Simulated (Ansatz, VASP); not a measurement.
# Ir: VASP beside Ansatz

```
Ir
1.0
     2.75138    0.00000    0.00000
    -1.37569    2.38276    0.00000
     0.00000    0.00000    4.46229
Ir
2
Direct
  0.66667 0.33333 0.75000
  0.33333 0.66667 0.25000
```

This isn't the form of Ir at room conditions, which is fcc.

Alike in both runs: task single point; functional PBE; k mesh 6 × 6 × 4; occupations gaussian, width 0.1 eV; no spin polarisation.

```csv
,VASP,Ansatz
version,VASP 6.6.1,Ansatz 0.2.0
potentials or method,"VASP PAW PBE potentials, release 64 (Ir)","scalar-relativistic, plane waves, PAW"
plane-wave cutoff (eV),520,420
valence electrons in the cell,18,34
```

Ansatz gave:

- gap on the k mesh at the Fermi level (eV): none
- pressure (GPa): -1.6
- largest component of the traceless stress (GPa): 4.18

Q: Which values does VASP return?

A: gap on the k mesh at the Fermi level (eV): none; pressure (GPa): -1.1; largest component of the traceless stress (GPa): 4.14.

A gap of «none» marks a metal or a gap that the smearing closes. The functional is the same, so the differences come from potentials, cutoffs and numerics. The two sets of potentials don't hold the same shells in valence.

Caveats: the k mesh is coarse (spacing up to 0.44 Å⁻¹), so the values aren't converged. The runs have no spin-orbit coupling, so splittings on Ir are missing.
